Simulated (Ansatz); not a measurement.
A run of Ansatz 0.2.0:

The input input.yaml:

```yaml
crystal:
  lattice:
    - [3.1754955, 0.0, 0.0]
    - [0.0, 3.1754955, 0.0]
    - [0.0, 0.0, 4.64953187]
  atoms:
    - { symbol: Cu, position: [0.0, 0.0, 0.0] }
    - { symbol: Cu, position: [0.5, 0.5, 0.0] }
    - { symbol: O, position: [0.5, 0.0, 0.267] }
    - { symbol: O, position: [0.0, 0.5, 0.733] }
hamiltonian:
  xc: pbe
  pseudopotentials: { kind: paw }
  hubbard: { sites: [{ species: Cu, l: d, u_eff: 1.0 }] }
kpoints:
  mp_grid: { grid: [8, 8, 6] }
  band_path:
    path:
      - [[0.0, 0.0, 0.0], [0.0, 0.5, 0.0], [0.5, 0.5, 0.0], [0.0, 0.0, 0.0], [0.0, 0.0, 0.5], [0.0, 0.5, 0.5], [0.5, 0.5, 0.5], [0.0, 0.0, 0.5]]
      - [[0.0, 0.5, 0.0], [0.0, 0.5, 0.5]]
      - [[0.5, 0.5, 0.0], [0.5, 0.5, 0.5]]
    npoints: 14
scf:
  occupations: { method: fermi_dirac, width: 0.05 }
  n_extra_bands: 10
output:
  forces: true
  stress: true
  eigenvalues: true
  fatbands: false
```

Potentials or basis: Ansatz PAW.

The run is started by

```bash
$ ansatz run input.yaml --threads 2 --pin off --max-ram 5632MiB --backend cpu --events-out ev --progress --plain --runs-dir out
```

Hardware: 2 threads of AMD EPYC 7B13 (Zen 3) (shared host).

Question: How long does it take, and how much memory?

Answer: Run time: 6.3 s on 2 threads of AMD EPYC 7B13 (Zen 3), on a shared host, peak memory 0.47 GiB. Counts: scf iterations 16, plane waves 935, k points 60, bands 35.
